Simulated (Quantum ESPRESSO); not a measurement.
Runs of Quantum ESPRESSO 7.5 on MoP. Symmetry: P-6m2, No. 187, hexagonal system. Conventional cell: a = 3.223 Å, b = 3.223 Å, c = 3.191 Å, α = 90.00°, β = 90.00°, γ = 120.00°. Mo (site symmetry -6m2) has 6 P at 2.45 Å as nearest neighbours. P (site symmetry -6m2) is surrounded by 6 Mo at 2.45 Å. 

| potentials or basis | cutoff (eV) | gap on the mesh (eV) | pressure (GPa) |
| --- | --- | --- | --- |
| SSSP 1.3 efficiency PBE | 816 | none | 2.4 |
| PseudoDojo 0.4.1 SR PBE standard | 1088 | none | 2.8 |
| Ansatz NC SR PBE | 1088 | none | (a) |
| PseudoDojo 0.4 SR PBE stringent | 1088 | none | 2.8 |
| PseudoDojo 0.5 SR PBE standard | 1088 | none | 2.8 |
| PseudoDojo 0.5 SR PBE stringent | 1088 | none | 2.8 |
| SG15 PBE 1.2 | 952 | none | 2.4 |
| GBRV 1.5 PBE | 612 | none | 2.1 |

Alike in all rows: task band structure; level PBE; no spin polarisation; cell as given; k mesh 10 × 10 × 8; smearing fermi-dirac 0.05 eV.

Question: Fill in the values left out.

Answer: (a) 2.6.

A k mesh can miss the band edges, and the runs leave out spin-orbit coupling on Mo.

A gap of «none» marks a metal or a gap under the smearing width.
